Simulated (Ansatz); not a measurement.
# CdS (Greenockite) (P6_3mc) in Ansatz: further runs

The runs below take CdS (Greenockite) through relaxation of cell and atoms, single point, with PBEsol+D3(BJ), m-r2SCAN, PBE.

Program: Ansatz 0.2.0. These are calculated values, not measurements. Logs are shortened: lines on timing, memory, paths and dates and some standing lists are left out, and cuts for length are marked.

**Experimental background.**

From “Isotope dependence of band-gap energy”, 2008, arxiv:0807.2152, for a bulk crystal of CdS: band gap 2.5809 ± 0.0002 eV.

The runs below are set against these values where they give the same quantity.

**1. Starting point**

The structure is hexagonal, space group P6_3mc (No. 186). Conventional cell: a = 4.150 Å, b = 4.150 Å, c = 6.737 Å, α = 90.00°, β = 90.00°, γ = 120.00°. Cd (site symmetry 3m) is surrounded by 4 S at 2.53 to 2.54 Å. S (site symmetry 3m) is surrounded by 4 Cd at 2.53 to 2.54 Å.

**2. Relaxation of cell and atoms, PBEsol+D3(BJ)**

input.yaml reads:

```yaml
crystal:
  lattice:
    - [4.15, 0.0, 0.0]
    - [-2.075, 3.5940054257, 0.0]
    - [0.0, 0.0, 6.737]
  atoms:
    - { symbol: Cd, position: [0.6666666667, 0.3333333333, 0.5] }
    - { symbol: Cd, position: [0.3333333333, 0.6666666667, 0.0] }
    - { symbol: S, position: [0.6666666667, 0.3333333333, 0.875] }
    - { symbol: S, position: [0.3333333333, 0.6666666667, 0.375] }
hamiltonian:
  xc: pbesol
  pseudopotentials: { kind: paw }
  dispersion: d3bj
kpoints:
  mp_grid: { grid: [7, 7, 4] }
scf:
  occupations: { method: fermi_dirac, width: 0.05 }
output:
  forces: true
  stress: true
  write_density: true
  write_potential: true
  elf: true
  volumetric_format: npy
relax:
  f_tol: 0.01
  max_steps: 40
  cell: { stress_tol: 0.05 }
```

Potentials or basis: Ansatz PAW.

Launch:

```bash
$ ansatz run input.yaml --threads 2 --pin off --max-ram 5120MiB --backend cpu --events-out ev --progress --plain --runs-dir out
```

Log:

```text
Warning: RAYON_NUM_THREADS=2 ignored (pool sized by the plan → 2); use --threads N
Engine: ansatz 0.2.0, aarch64-unknown-linux-gnu
Pseudopotentials: kind: paw
Pseudopotential: Cd, paw, valence charge 20, recommended cutoff 420 eV (normal), Cd.paw.azcp
Pseudopotential: S, paw, valence charge 6, recommended cutoff 420 eV (normal), S.paw.azcp
Functional definition: PBEsol
  exchange = pbesol_x
  correlation = pbesol_c
Crystal: 4 atoms, lattice volume = 100.483 Å³
Basis set: ecut = 420 eV, 1973 PW (Γ), exchange–correlation on 60×60×96 points (8 copies of the dense FFT grid, shifted against one another)
Bands: 32, of which v1, the nominal top of the filled ones, is band 26 counted from 1 (25 counted from 0)
Symmetry: 12 space group operations
Space group: P63mc (ITA 186), of the structure as read, at distance tolerance 4.6e-5 Å
k-points: 24 of 196 (time reversal used)
Non-local potential: Cd, projectors of the file, l = 0: 3, l = 1: 2, l = 2: 2, l = 3: 1
Non-local potential: S, projectors of the file, l = 0: 2, l = 1: 2, l = 2: 2
PAW form: soft (Blöchl's): semilocal exchange-correlation on the pseudo side does not see the compensation charge
PAW frozen core: Cd, regenerated for the run's functional, and the local potential with it (the file was generated under x = pbe(κ = 0.804, μ = 0.2195149727645171), c = pbe(β = 0.06672455060314922))
PAW frozen core: S, regenerated for the run's functional, and the local potential with it (the file was generated under x = pbe(κ = 0.804, μ = 0.2195149727645171), c = pbe(β = 0.06672455060314922))
PAW one-centre angular grid: Cd, 590 points (default); XC on 64 Gauss nodes
PAW one-centre angular grid: S, 110 points (default); XC on 64 Gauss nodes
Initial density: superposition of atomic densities (neutral atoms: chi_scale 0, normalization atom), corrected by the library's trained network
Initial wavefunctions: pseudopotential atomic-orbital guess
Functional: x = pbesol(κ = 0.804, μ = 0.12345679012345678), c = pbesol(β = 0.046)
SCF iter   1: F=—  HF=-18141.529382 eV  |F-HF|=—  |Δ(HF+E_count)|=         —  Δρ=5.19e-3  dr2=3.68e-2  ethr=1.77e-3  ⟨swp⟩=6.1  Hψ=3067  notcnv=0
preconditioner: auto → Resta (q_TF=auto, 2.445 Å⁻¹)  ε∞=4.7  [insulator: Δε(μ)=0.987 eV  Ē_g=11.482 eV  σ=0.050 eV  W_gap=1.00  n_scr=22 (ndim 8)  ℏωp=22.2 eV  f_vac=0.131  D(μ)=0.00/eV (n_scr^D=0)  ε∞_Penn≈4.7]
SCF iter   2: F=—  HF=-18141.520301 eV  |F-HF|=—  |Δ(HF+E_count)|=   9.08e-3  Δρ=1.98e-3  dr2=6.29e-3  ethr=7.07e-5  ⟨swp⟩=2.4  Hψ=1403  notcnv=0  defer=2
SCF iter   3: F=—  HF=-18141.518706 eV  |F-HF|=—  |Δ(HF+E_count)|=   1.59e-3  Δρ=4.70e-4  dr2=2.61e-4  ethr=1.21e-5  ⟨swp⟩=2.0  Hψ=1115  notcnv=0  defer=2
SCF iter   4: F=—  HF=-18141.518778 eV  |F-HF|=—  |Δ(HF+E_count)|=   7.15e-5  Δρ=2.05e-4  dr2=5.99e-5  ethr=5.03e-7  ⟨swp⟩=2.8  Hψ=1197  notcnv=0  defer=2
SCF iter   5: F=—  HF=-18141.518857 eV  |F-HF|=—  |Δ(HF+E_count)|=   7.88e-5  Δρ=5.14e-5  dr2=3.74e-6  ethr=1.15e-7  ⟨swp⟩=2.6  Hψ=1244  notcnv=0  defer=2
SCF iter   6: F=—  HF=-18141.518864 eV  |F-HF|=—  |Δ(HF+E_count)|=   7.80e-6  Δρ=1.41e-5  dr2=2.91e-7  ethr=7.19e-9  ⟨swp⟩=2.0  Hψ=1160  notcnv=0  defer=2
SCF iter   7: F=-18141.518865 eV  HF=-18141.518865 eV  |F-HF|=3.67e-8  |Δ(HF+E_count)|=   6.81e-7  Δρ=3.13e-6  dr2=1.42e-8  ethr=1.92e-10  ⟨swp⟩=8.4  Hψ=4476  notcnv=0
SCF 1 converged in 7 iterations: F = -18141.518865 eV  dr2 = 1.42e-8
relax step   1: F+E_penalty+E_count = -18141.51886516 eV  Δ(F+E_penalty+E_count) = +0.000e0 eV  max|allowed force component| = 6.463e-2 eV/Å  Δτ_max = 0.0000 Å  P = -2.706 GPa  Ω = 100.483 Å³  (7 SCF iters, dr2 threshold 1.00e-7 eV, accepted)
Crystal: 4 atoms, lattice volume = 95.768 Å³
Basis set: ecut = 420 eV, 1811 PW (Γ), exchange–correlation on 60×60×96 points (8 copies of the dense FFT grid, shifted against one another)
Initial density: handed on by an earlier stage of this run
Initial wavefunctions: those handed on with the density
iter 1 solved again at ethr=4.49e-6 eV; its pass at ethr=3.10e-3 eV (dr2=2.34e-3 eV) is discarded
SCF iter   1: F=—  HF=-18141.560411 eV  |F-HF|=—  |Δ(HF+E_count)|=         —  Δρ=1.48e-3  dr2=2.60e-3  ethr=4.49e-6  ⟨swp⟩=2.4  Hψ=4061  notcnv=0
preconditioner: auto → Resta (q_TF=auto, 2.464 Å⁻¹)  ε∞=4.8  [insulator: Δε(μ)=1.167 eV  Ē_g=11.714 eV  σ=0.050 eV  W_gap=1.00  n_scr=22 (ndim 8)  ℏωp=22.8 eV  f_vac=0.098  D(μ)=0.00/eV (n_scr^D=0)  ε∞_Penn≈4.8]
SCF iter   2: F=—  HF=-18141.559808 eV  |F-HF|=—  |Δ(HF+E_count)|=   6.03e-4  Δρ=6.35e-4  dr2=5.72e-4  ethr=4.49e-6  ⟨swp⟩=2.0  Hψ=905  notcnv=0
[... 15 lines left out ...]
relax step   3: F+E_penalty+E_count = -18141.55992471 eV  Δ(F+E_penalty+E_count) = -1.269e-4 eV  max|allowed force component| = 5.775e-3 eV/Å  Δτ_max = 0.0005 Å  P = -0.009 GPa  Ω = 96.021 Å³  energy of the carried Pulay correction = +6.364e-4 eV  (4 SCF iters, dr2 threshold 1.66e-7 eV, accepted)
Basis set: ecut = 420 eV, 1847 PW (Γ), exchange–correlation on 60×60×90 points (8 copies of the dense FFT grid, shifted against one another)
Initial wavefunctions: pseudopotential atomic-orbital guess (no wavefunctions were taken with the density)
iter 1 solved again at ethr=1.30e-7 eV; its pass at ethr=3.10e-3 eV (dr2=6.76e-5 eV) is discarded
SCF iter   1: F=—  HF=-18141.559258 eV  |F-HF|=—  |Δ(HF+E_count)|=         —  Δρ=7.64e-5  dr2=9.44e-7  ethr=1.30e-7  ⟨swp⟩=3.0  Hψ=5091  notcnv=0
preconditioner: auto → Resta (q_TF=auto, 2.463 Å⁻¹)  ε∞=4.8  [insulator: Δε(μ)=1.152 eV  Ē_g=11.708 eV  σ=0.050 eV  W_gap=1.00  n_scr=22 (ndim 8)  ℏωp=22.7 eV  f_vac=0.105  D(μ)=0.00/eV (n_scr^D=0)  ε∞_Penn≈4.8]
SCF iter   2: F=—  HF=-18141.559247 eV  |F-HF|=—  |Δ(HF+E_count)|=   1.17e-5  Δρ=3.61e-5  dr2=2.87e-7  ethr=1.82e-9  ⟨swp⟩=2.0  Hψ=1216  notcnv=0
SCF iter   3: F=—  HF=-18141.559247 eV  |F-HF|=—  |Δ(HF+E_count)|=   1.37e-7  Δρ=9.04e-6  dr2=2.03e-8  ethr=5.51e-10  ⟨swp⟩=2.5  Hψ=1157  notcnv=0
SCF iter   4: F=—  HF=-18141.559247 eV  |F-HF|=—  |Δ(HF+E_count)|=   9.79e-9  Δρ=1.15e-6  dr2=1.82e-9  ethr=3.91e-11  ⟨swp⟩=3.0  Hψ=1611  notcnv=0
SCF iter   5: F=—  HF=-18141.559247 eV  |F-HF|=—  |Δ(HF+E_count)|=   2.33e-9  Δρ=3.13e-7  dr2=1.76e-10  ethr=3.49e-12  ⟨swp⟩=2.5  Hψ=1265  notcnv=0
SCF iter   6: F=-18141.559247 eV  HF=-18141.559247 eV  |F-HF|=7.28e-12  |Δ(HF+E_count)|=  3.02e-10  Δρ=9.28e-8  dr2=9.15e-12  ethr=1.00e-12  ⟨swp⟩=6.0  Hψ=3090  notcnv=0
SCF 4 converged in 6 iterations: F = -18141.559247 eV  dr2 = 9.15e-12
relax step   4: F+E_penalty+E_count = -18141.55924673 eV  Δ(F+E_penalty+E_count) = +6.780e-4 eV  max|allowed force component| = 5.780e-3 eV/Å  Δτ_max = 0.0000 Å  P = -0.007 GPa  Ω = 96.021 Å³  stress off target by 1.58e-2 GPa  SCF on the basis re-selected at this cell (its energy is not comparable with the rows above)  (6 SCF iters)
basis re-selected at this cell: Δ(F+E_penalty+E_count) = +6.780e-4 eV, ΔP = +0.003 GPa vs the last step (what re-selecting the basis moved, of the pressure what is left beyond the Pulay correction that the steps carried, after the strain that the cell walked since its last selection, with what the two solves' SCF thresholds leave and, on support functions, any second-order correction that the steps lacked; it is no measure of the basis error at this ecutwfc). The dense FFT grid was sized anew with the basis: this SCF ran on 30×30×45 points, the steps before it on 30×30×48, so part of this shift can come from that change (see relax.cell in the input reference). This SCF's stress stands 1.58e-2 GPa from its target on what of the cell is left free (relax.cell.stress_tol is 5.00e-2 GPa) and its largest allowed force component is 5.78e-3 eV/Å (relax.f_tol is 1.00e-2 eV/Å): within both
SCF converged after 6 iterations
Free energy (F): -18141.559247 eV
Harris-Foulkes:  -18141.559247 eV  (|F-HF|=7.28e-12)
Internal energy: -18141.559247 eV  (E = F + TS)
E sigma→0 (E₀):  -18141.559247 eV
Entropy (-TS):   -0.000000 eV (-0.000 meV/atom)
Fermi energy:    7.882381 eV
--- Per-component energies (eV) ---
  E_band       = -998.131945
  E_kinetic    = 1224.285115
  E_local      = -7937.253829  (includes V_loc(G=0)·N_el)
  E_nonlocal   = 130.777559
  E_hartree    = 3645.196177
  E_xc         = -543.374688
  E_vxc        = -617.117125  (∫ρ·V_xc dr)
  E_paw        = -9196.263377  (= ΣΔE_a)
  E_vpaw       = -1089.216273  (= ΣTr[D̂ρ^β])
  E_aug_tail   = 0.000028  (compensation charges beyond the density's cutoff)
  E_ewald      = -5464.610983
  E_disp       = -1.123067  (pairwise vdW)
  E_core_change = 0.807818  (= ΣΔE_core)
  E_smearing   = -0.000000  (= −TS)
  E_closure    = -0.000000  (closes the sum)
  Σ components = -18141.559247   (vs F -18141.559247, Δ=0.00e0)
--- Forces (eV/Å), atoms counted from 1 ---
  atom   1  Cd     0.00000000     0.00000000    -0.00577973
  atom   2  Cd    -0.00000000    -0.00000000    -0.00577973
  atom   3  S     -0.00000000     0.00000000     0.00578041
  atom   4  S      0.00000000    -0.00000000     0.00578041
  max |Σ_I F_I| component: 1.37e-6 eV/Å
--- Stress (GPa, compression-positive) ---
       -0.015774       0.000000      -0.000000
        0.000000      -0.015774      -0.000000
       -0.000000      -0.000000       0.011759
  P = ⅓ Tr σ = -0.0066 GPa (-0.066 kbar)
--- Band table (eV; the first three rows and the last of 24) ---
  k-point 0: bands = ["-93.9844", "-93.9844", "-55.0879", "-55.0879", "-55.0879", "-55.0878", "-55.0878", "-55.0871", "-5.3152", "-4.8354", "-0.5575", "-0.5466", "-0.5466", "-0.4529", "-0.4529", "-0.0809", "-0.0809", "0.0227", "0.0227", "0.3903", "2.6075", "6.4589", "6.4589", "7.2209", "7.2790", "7.2790", "8.4308", "9.9994", "13.6332", "13.6332", "13.9077", "14.7665"]
  k-point 1: bands = ["-93.9844", "-93.9844", "-55.0879", "-55.0879", "-55.0878", "-55.0878", "-55.0878", "-55.0872", "-5.2436", "-4.9031", "-0.5367", "-0.5367", "-0.5126", "-0.4706", "-0.4706", "-0.0624", "-0.0624", "0.0110", "0.0110", "0.0685", "3.2962", "6.1748", "6.5715", "6.5715", "7.1507", "7.1507", "9.3494", "10.0785", "13.4240", "13.7021", "13.7021", "14.3075"]
  k-point 2: bands = ["-93.9844", "-93.9844", "-55.0879", "-55.0879", "-55.0879", "-55.0879", "-55.0875", "-55.0875", "-5.0715", "-5.0715", "-0.5075", "-0.5075", "-0.5075", "-0.5075", "-0.3264", "-0.3264", "-0.0224", "-0.0224", "-0.0224", "-0.0224", "4.6779", "4.6779", "6.8533", "6.8533", "6.8533", "6.8533", "10.0915", "10.0915", "13.3449", "13.3449", "13.9863", "13.9863"]
  k-point 23: bands = ["-93.9844", "-93.9844", "-55.0884", "-55.0884", "-55.0882", "-55.0882", "-55.0874", "-55.0874", "-4.7346", "-4.7346", "-0.3594", "-0.3594", "-0.3229", "-0.3229", "-0.1127", "-0.1127", "-0.0346", "-0.0346", "0.5150", "0.5150", "3.0648", "3.0648", "4.8037", "4.8037", "6.0306", "6.0306", "11.5575", "11.5575", "13.1981", "13.1981", "13.7766", "13.7766"]
--- Relaxed structure (3 steps of the walk, 3 accepted, 1 SCFs on fresh bases) ---
  F+E_penalty+E_count = -18141.55924673 eV   max|allowed force component| = 5.780e-3 eV/Å   (the final SCF, on the basis selected at the relaxed cell)
  cell:  # Å, volume = 96.0215 Å³
    - [4.08296125961691, 0.0, -1.7676450409546737e-17]
    - [-2.041480629808455, 3.5359481734959552, 8.838225204773372e-18]
    - [-2.869548106245933e-17, -1.3396267556049838e-32, 6.651002781910733]
  atoms:
    - { symbol: Cd, position: [0.6666666666666666, 0.33333333333333326, 0.49949129562416145] }
    - { symbol: Cd, position: [0.33333333333333326, 0.6666666666666665, -0.0005087043758384971] }
    - { symbol: S, position: [0.6666666666666666, 0.33333333333333326, 0.8755087043758384] }
    - { symbol: S, position: [0.33333333333333326, 0.6666666666666665, 0.37550870437583844] }
```

Wall time 10 s (2 threads of Arm Neoverse V2, shared host); peak memory 0.37 GiB.

Results:

```yaml
Free_energy: -18141.5592 eV
Relaxed_volume: 24.01 Å³/atom
Relaxed_cell: a = 4.083 Å, b = 4.083 Å, c = 6.651 Å, α = 90.00°, β = 90.00°, γ = 120.00°
Space_group_after_relaxing_to_0.05_Å: P6_3mc (No. 186)
Energy_gained_by_relaxing: 10.1 meV/atom
Ionic_steps: 4
Pressure_after_relaxing: 0.0 GPa
Largest_force_after_relaxing: 0.006 eV/Å
Band_gap_on_the_k_mesh: 1.15 eV, direct
```

Forces in eV/Å, atoms in the order of the input:
```
Cd   0.000  0.000 -0.006
Cd   0.000  0.000 -0.006
S    0.000  0.000  0.006
S    0.000  0.000  0.006
```

Step by step:
```
step  energy change (eV)  largest force (eV/Å)  volume (Å³)
   1              0.0000                0.0646       100.48
   2             -0.0409                0.0160        95.77
   3             -0.0411                0.0058        96.02
   4             -0.0404                0.0058        96.02
```

Final structure:
```cif
data_structure
_symmetry_space_group_name_H-M 'P 1'
_symmetry_Int_Tables_number 1
_cell_length_a 4.0830
_cell_length_b 4.0830
_cell_length_c 6.6510
_cell_angle_alpha 90.000
_cell_angle_beta 90.000
_cell_angle_gamma 120.000
_cell_volume 96.02
loop_
_atom_site_label
_atom_site_type_symbol
_atom_site_fract_x
_atom_site_fract_y
_atom_site_fract_z
_atom_site_occupancy
Cd1 Cd 0.66667 0.33333 0.49949 1
Cd2 Cd 0.33333 0.66667 0.99949 1
S1 S 0.66667 0.33333 0.87551 1
S2 S 0.33333 0.66667 0.37551 1
```

Levels at points of the mesh, in eV from the valence-band top:
```tsv
k point	band 24	band 25	band 26	band 27	band 28	band 29
(0.00, 0.00, 0.00)	-0.06	0.00	0.00	1.15	2.72	6.35
(0.00, 0.00, -0.50)	-0.43	-0.43	-0.43	2.81	2.81	6.07
```

Caveat: odd divisions of the mesh miss points on the zone boundary, where band edges often lie, so the gap on the mesh can be too wide; the plane-wave basis is chosen anew once the cell has moved, so the energies of steps on either side of that aren't comparable; the PAW data sets come from PBE, with cores solved anew for the run's functional, which leaves a small shift of forces and pressure. As with any semilocal functional, this PBEsol gap is likely too small.

(Part 1 of 2 ends here.)
